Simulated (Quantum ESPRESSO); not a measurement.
# Ge (I4_1/amd) in Quantum ESPRESSO: single point with PBE

Aim: the single point of Ge with PBE.

All numbers are computed with Quantum ESPRESSO 7.5; they aren't measurements. Logs are shortened: lines on timing, memory, paths and dates and some standing lists are left out, and cuts for length are marked.

### 1 The crystal as given

It takes space group I4_1/amd (No. 141, tetragonal). The conventional cell has a = 5.149 Å, b = 5.149 Å, c = 2.795 Å, α = 90.00°, β = 90.00°, γ = 90.00°. Around Ge (site symmetry -4m2) lie 6 Ge at 2.67 to 2.79 Å.

This isn't the form of Ge at room conditions, which is diamond.

### 2 Single point, PBE

File run.py:

```python
import numpy as np
from ase.calculators.espresso import Espresso, EspressoProfile
from ase.io import read

atoms = read('POSCAR')

input_data = {
    'control': {'calculation': 'scf', 'prefix': 'pwscf', 'outdir': './tmp', 'tprnfor': True, 'tstress': True, 'disk_io': 'nowf'},
    'system': {'ecutwfc': 55.0, 'ecutrho': 440.0, 'nbnd': 21, 'occupations': 'smearing', 'smearing': 'fd', 'degauss': 0.00367493},
    'electrons': {'conv_thr': 4e-10, 'electron_maxstep': 120, 'mixing_beta': 0.5},
}
pseudopotentials = {'Ge': 'ge_pbe_v1.4.uspp.F.UPF'}
profile = EspressoProfile(command='mpirun -n 2 pw.x -nk 2', pseudo_dir='pseudo')
dft = Espresso(profile=profile, input_data=input_data, pseudopotentials=pseudopotentials, kpts=(11, 11, 11), koffset=(0, 0, 0))
atoms.calc = dft

print(f'energy {atoms.get_potential_energy():.8f} eV')
print('forces (eV/A)')
print(np.round(atoms.get_forces(), 6))
print('stress (eV/A^3, Voigt)')
print(np.round(atoms.get_stress(), 8))
print(f'Fermi level {dft.get_fermi_level():.4f} eV')
```

File POSCAR:

```
Ge
1.0
   -2.5744897190      2.5744897190      1.3974126432
    2.5744897190     -2.5744897190      1.3974126432
    2.5744897190      2.5744897190     -1.3974126432
Ge
2
Direct
    0.5000000000      0.5000000000      0.0000000000
    0.2500000000      0.7500000000      0.5000000000
```

Potentials or basis: SSSP 1.3 efficiency PBE.

The run is started by

```
$ OMP_NUM_THREADS=1 python run.py
```

Output:

```text
energy -5813.27139764 eV
forces (eV/A)
[[-0. -0. -0.]
 [ 0.  0.  0.]]
stress (eV/A^3, Voigt)
[-0.02007827 -0.02007827 -0.01890211  0.          0.          0.        ]
Fermi level 11.0770 eV
```

espresso.pwi:

```text
&CONTROL
   calculation      = 'scf'
   tstress          = .true.
   tprnfor          = .true.
   outdir           = './tmp'
   prefix           = 'pwscf'
   disk_io          = 'nowf'
   pseudo_dir       = 'pseudo'
/
&SYSTEM
   nbnd             = 21
   ecutwfc          = 55.0
   ecutrho          = 440.0
   occupations      = 'smearing'
   degauss          = 0.00367493
   smearing         = 'fd'
   ntyp             = 1
   nat              = 2
   ibrav            = 0
/
&ELECTRONS
   electron_maxstep = 120
   conv_thr         = 4e-10
   mixing_beta      = 0.5
/
&IONS
/
&CELL
/
&FCP
/
&RISM
/
ATOMIC_SPECIES
Ge 72.63 ge_pbe_v1.4.uspp.F.UPF

K_POINTS automatic
11 11 11  0 0 0

CELL_PARAMETERS angstrom
-2.57448971900000 2.57448971900000 1.39741264320000
2.57448971900000 -2.57448971900000 1.39741264320000
2.57448971900000 2.57448971900000 -1.39741264320000

ATOMIC_POSITIONS angstrom
Ge 0.0000000000 0.0000000000 1.3974126432  
Ge 2.5744897190 0.0000000000 0.6987063216
```

espresso.pwo:

```text
This program is part of the open-source Quantum ESPRESSO suite
     for quantum simulation of materials; please cite
         "P. Giannozzi et al., J. Phys.:Condens. Matter 21 395502 (2009);
         "P. Giannozzi et al., J. Phys.:Condens. Matter 29 465901 (2017);
         "P. Giannozzi et al., J. Chem. Phys. 152 154105 (2020);
     in publications or presentations arising from this work. More details at

Warning: card &CELL ignored
Warning: card &FCP ignored
Warning: card &RISM ignored

     Message from routine setup:
     using ibrav=0 with symmetry is DISCOURAGED, use correct ibrav instead

     K-points division:     npool     =       2
     Subspace diagonalization in iterative solution of the eigenvalue problem:
     a serial algorithm will be used

     G-vector sticks info
     --------------------
     sticks:   dense  smooth     PW     G-vecs:    dense   smooth      PW
     Sum        1269     641    209                38977    13769    2563

     Using Slab Decomposition

     bravais-lattice index     =            0
     lattice parameter (alat)  =       7.3696  a.u.
     unit-cell volume          =     250.0136 (a.u.)^3
     number of atoms/cell      =            2
     number of atomic types    =            1
     number of electrons       =        28.00
     number of Kohn-Sham states=           21
     kinetic-energy cutoff     =      55.0000  Ry
     charge density cutoff     =     440.0000  Ry
     scf convergence threshold =      4.0E-10
     mixing beta               =       0.5000
     number of iterations used =            8  plain     mixing
     Exchange-correlation=  SLA  PW   PBX  PBC
                           (   1   4   3   4   0   0   0)

     celldm(1)=   7.369631  celldm(2)=   0.000000  celldm(3)=   0.000000
     celldm(4)=   0.000000  celldm(5)=   0.000000  celldm(6)=   0.000000

     crystal axes: (cart. coord. in units of alat)
               a(1) = (  -0.660153   0.660153   0.358326 )
               a(2) = (   0.660153  -0.660153   0.358326 )
               a(3) = (   0.660153   0.660153  -0.358326 )

     reciprocal axes: (cart. coord. in units 2 pi/alat)
               b(1) = (  0.000000  0.757401  1.395379 )
               b(2) = (  0.757401  0.000000  1.395379 )
               b(3) = (  0.757401  0.757401  0.000000 )

     PseudoPot. # 1 for Ge read from file:
     ge_pbe_v1.4.uspp.F.UPF
     Pseudo is Ultrasoft + core correction, Zval = 14.0
     Generated by new atomic code, or converted to UPF format
     Using radial grid of  873 points,  6 beta functions with:
                l(1) =   0
                l(2) =   0
                l(3) =   1
                l(4) =   1
                l(5) =   2
                l(6) =   2
     Q(r) pseudized with  8 coefficients,  rinner =    1.400   1.400   1.400
                                                       1.400   1.400

     atomic species   valence    mass     pseudopotential
     Ge               14.00    72.63000     Ge( 1.00)

     16 Sym. Ops., with inversion, found ( 8 have fractional translation)

   Cartesian axes

     site n.     atom                  positions (alat units)
         1        Ge     tau(   1) = (   0.0000000   0.0000000   0.3583256  )
         2        Ge     tau(   2) = (   0.6601526   0.0000000   0.1791628  )

     number of k points=   126  Fermi-Dirac smearing, width (Ry)=  0.0037

     Number of k-points >= 100: set verbosity='high' to print them.

     Dense  grid:    38977 G-vectors     FFT dimensions: (  60,  60,  50)

     Smooth grid:    13769 G-vectors     FFT dimensions: (  36,  36,  36)

     Check: negative core charge=   -0.000001

     Initial potential from superposition of free atoms

     starting charge      27.9983, renormalised to      28.0000
     Starting wfcs are   18 randomized atomic wfcs +    3 random wfcs

     Self-consistent Calculation

     iteration #  1     ecut=    55.00 Ry     beta= 0.50
     Davidson diagonalization with overlap
     ethr =  1.00E-02,  avg # of iterations =  4.0

     Threshold (ethr) on eigenvalues was too large:
     Diagonalizing with lowered threshold

     Davidson diagonalization with overlap
     ethr =  2.71E-05,  avg # of iterations =  4.3

     total energy              =    -427.26694460 Ry
     estimated scf accuracy    <       0.00781642 Ry

     iteration #  2     ecut=    55.00 Ry     beta= 0.50
     Davidson diagonalization with overlap
     ethr =  2.79E-05,  avg # of iterations =  1.0

     total energy              =    -427.26755513 Ry
     estimated scf accuracy    <       0.00138380 Ry

     iteration #  3     ecut=    55.00 Ry     beta= 0.50
     Davidson diagonalization with overlap
     ethr =  4.94E-06,  avg # of iterations =  1.2

     total energy              =    -427.26760038 Ry
     estimated scf accuracy    <       0.00011384 Ry

     iteration #  4     ecut=    55.00 Ry     beta= 0.50
     Davidson diagonalization with overlap
     ethr =  4.07E-07,  avg # of iterations =  1.1

     total energy              =    -427.26760397 Ry
     estimated scf accuracy    <       0.00000092 Ry

     iteration #  5     ecut=    55.00 Ry     beta= 0.50
     Davidson diagonalization with overlap
     ethr =  3.27E-09,  avg # of iterations =  2.9

     total energy              =    -427.26760428 Ry
     estimated scf accuracy    <       0.00000019 Ry

     iteration #  6     ecut=    55.00 Ry     beta= 0.50
     Davidson diagonalization with overlap
     ethr =  6.63E-10,  avg # of iterations =  2.0

     total energy              =    -427.26760434 Ry
     estimated scf accuracy    <       0.00000002 Ry

     iteration #  7     ecut=    55.00 Ry     beta= 0.50
     Davidson diagonalization with overlap
     ethr =  5.49E-11,  avg # of iterations =  2.0

     total energy              =    -427.26760435 Ry
     estimated scf accuracy    <          1.2E-09 Ry

     iteration #  8     ecut=    55.00 Ry     beta= 0.50
     Davidson diagonalization with overlap
     ethr =  4.14E-12,  avg # of iterations =  2.0

     End of self-consistent calculation

     Number of k-points >= 100: set verbosity='high' to print the bands.

     the Fermi energy is    11.0770 ev

!    total energy              =    -427.26760435 Ry
     estimated scf accuracy    <          2.3E-11 Ry
     smearing contrib. (-TS)   =      -0.00058825 Ry
     internal energy E=F+TS    =    -427.26701610 Ry

     The total energy is F=E-TS. E is the sum of the following terms:
     one-electron contribution =    -230.68503698 Ry
     hartree contribution      =     144.11130892 Ry
     xc contribution           =    -116.61041894 Ry
     ewald contribution        =    -224.08286910 Ry

     convergence has been achieved in   8 iterations

     Forces acting on atoms (cartesian axes, Ry/au):

     atom    1 type  1   force =    -0.00000000   -0.00000000   -0.00000000
     atom    2 type  1   force =     0.00000000    0.00000000    0.00000000

     Total force =     0.000000     Total SCF correction =     0.000000

     Computing stress (Cartesian axis) and pressure

          total   stress  (Ry/bohr**3)                   (kbar)     P=       31.54
   0.00021868  -0.00000000  -0.00000000           32.17       -0.00       -0.00
  -0.00000000   0.00021868  -0.00000000           -0.00       32.17       -0.00
   0.00000000  -0.00000000   0.00020587            0.00       -0.00       30.28

=------------------------------------------------------------------------------=
   JOB DONE.
=------------------------------------------------------------------------------=
```

Run time: 44 s. Hardware: 2 MPI ranks of Arm Neoverse V1, shared host; peak memory 0.3 GiB.

Results:

| Quantity | Value |
| --- | --- |
| Free energy | -5813.2719 eV |
| Pressure | 3.2 GPa |
| Band gap on the k mesh | none (metal or under the smearing width) |

Stress tensor (GPa, compression positive):
```
3.22 0.00 0.00
0.00 3.22 0.00
0.00 0.00 3.03
```

### 3 For comparison

An earlier run on the cell as given: functional PBE; potentials or basis SSSP 1.3 efficiency PBE; cutoff 748 eV; density cutoff 5987 eV; k mesh 11 × 11 × 11; occupations fermi-dirac, width 0.05 eV; no spin polarisation.

* Pressure: 3.2 GPa
* Band gap on the k mesh: none (metal or under the smearing width)
